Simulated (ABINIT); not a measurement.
HfO2 (Fm-3m): refractive index against wavelength

The refractive index of HfO2 (Fm-3m) below the direct gap (3.92 eV on the mesh) is read from one computed spectrum, n = √(Re ε).

Cell: a, b, c = 3.617, 3.617, 3.617 Å (primitive vectors), 3 atoms.

Method: ABINIT 10.8.3, PBE, independent particles, k-mesh 11×11×11, Lorentzian half width 0.05 eV.

Launch of the response step: `optic optic.abi`. The run took 55 s, its band step included, on 4 threads of AMD EPYC 7R43 64-Core Processor (Zen 3), with other jobs on the host.

| wavelength (nm) | photon energy E (eV) | n |
| --- | --- | --- |
| 1310 | 0.946 | 2.2977 |
| 1064 | 1.165 | 2.3047 |
| 850 | 1.459 | 2.3168 |
| 700 | 1.771 | 2.3332 |
| 633 | 1.959 | 2.3451 |
| 532 | 2.331 | 2.3737 |
| 450 | 2.755 | ? |

In the single-oscillator model n² − 1 = E₀E_d/(E₀² − E²), so 1/(n² − 1) = E₀/E_d − E²/(E₀E_d) is linear in E².

Working, on the rows shown:

| x = E² (eV²) | y = 1/(n² − 1) |
| --- | --- |
| 0.895757 | 0.233676 |
| 1.35784 | 0.23193 |
| 2.12762 | 0.228961 |
| 3.13716 | 0.225032 |
| 3.83641 | 0.222247 |
| 5.43137 | 0.215775 |

Means: x̄ = 2.7977, ȳ = 0.22627. Σ(x − x̄)(y − ȳ) = -0.05628, Σ(x − x̄)² = 14.27. Slope = -0.05628 / 14.27 = -0.003944; intercept = ȳ − slope · x̄ = 0.2373. Turned back into n, the line misses the rows shown by at most 0.00049.

Q: Fill in the last column of the withheld row.

A: At x = 7.5912 the line gives y = 0.20737, that is 2.4130. The run gave 2.4164, so the extrapolation is off by 0.0034, 3 % of the range in the table.

Refitted with all rows, the slope is -0.00403 and the intercept 0.2375. These give E₀ = √(intercept/−slope) = 7.68 eV and E_d = E₀/intercept = 32.3 eV; E₀ is 2.0 times the direct gap. The electronic limit at long wavelengths, without lattice vibrations, is n = √(1 + 1/intercept) = 2.283. Excitons are left out and so are local fields; PBE gaps are as a rule too small. The values come from a sum over the points of one k-mesh and carry its error, which grows as the direct gap shrinks. Spin-orbit coupling is left out.
